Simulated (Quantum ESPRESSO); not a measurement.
Fe:

```
CELL_PARAMETERS angstrom
-1.44300 1.44300 1.44300
1.44300 -1.44300 1.44300
1.44300 1.44300 -1.44300
ATOMIC_POSITIONS crystal
Fe 0.00000 0.00000 0.00000
```

| Item | Value |
| --- | --- |
| Program | Quantum ESPRESSO 7.5 |
| Task | Wannier functions |
| Functional | PBE |
| Potentials or basis | PseudoDojo 0.4.1 SR PBE standard |
| Cutoff | 1225 eV |
| Density cutoff | 4898 eV |
| k mesh | 10 × 10 × 10 |
| Occupations | fermi-dirac, width 0.05 eV |
| Spin | collinear spin, ferromagnetic start |
| Starting moments | [3.0] μB |
| Iterations | 0 |
| Mixing beta | 0.3 |
| Most SCF iterations | 120 |
| SCF threshold | 2e-10 Ry |
| k mesh for the Wannier functions | 8 × 8 × 8 |
| Projections | Fe spd |

Start: atomic projections with disentanglement, frozen window up to 3.0 eV over the reference level; the lowest 4 bands are left out; no minimisation of the spread. The reference level is the Fermi level, or the middle of the gap.

With atomic projections with disentanglement, how many functions result, how localised are they, and how well do they interpolate the bands?

18 functions with spreads from 0.52 to 1.76 Å², 19.1 Å² in all; they miss the direct bands by 7 meV (root mean square).

Spin up: Wannier functions:
| function | nearest atom | distance (Å) | spread (Å²) | on-site energy from the reference level (eV) |
| --- | --- | --- | --- | --- |
| 1 | 1 Fe | 0.00 | 1.72 | 8.85 |
| 2 | 1 Fe | 0.00 | 1.67 | 15.21 |
| 3 | 1 Fe | 0.00 | 1.67 | 15.22 |
| 4 | 1 Fe | 0.00 | 1.67 | 15.22 |
| 5 | 1 Fe | 0.00 | 0.52 | -2.04 |
| 6 | 1 Fe | 0.00 | 0.53 | -1.87 |
| 7 | 1 Fe | 0.00 | 0.53 | -1.87 |
| 8 | 1 Fe | 0.00 | 0.52 | -2.04 |
| 9 | 1 Fe | 0.00 | 0.53 | -1.87 |
Spin down: Wannier functions:
```
function  nearest atom  distance (Å)  spread (Å²)  on-site energy from the reference level (eV)
       1          1 Fe          0.00         1.76                                          9.51
       2          1 Fe          0.00         1.71                                         15.52
       3          1 Fe          0.00         1.71                                         15.51
       4          1 Fe          0.00         1.71                                         15.52
       5          1 Fe          0.00         0.58                                          0.82
       6          1 Fe          0.00         0.56                                          0.41
       7          1 Fe          0.00         0.56                                          0.41
       8          1 Fe          0.00         0.58                                          0.82
       9          1 Fe          0.00         0.56                                          0.41
```

Parts of the spread (Å²): spin up: invariant 5.13, diagonal 0.000, off-diagonal 4.22, total 9.34; spin down: invariant 5.32, diagonal 0.000, off-diagonal 4.41, total 9.73. Against the direct bands the interpolation misses by 7 meV (root mean square) and 93 meV at most, for states up to 1 eV over the reference level.

Caveat: the k mesh is coarse.
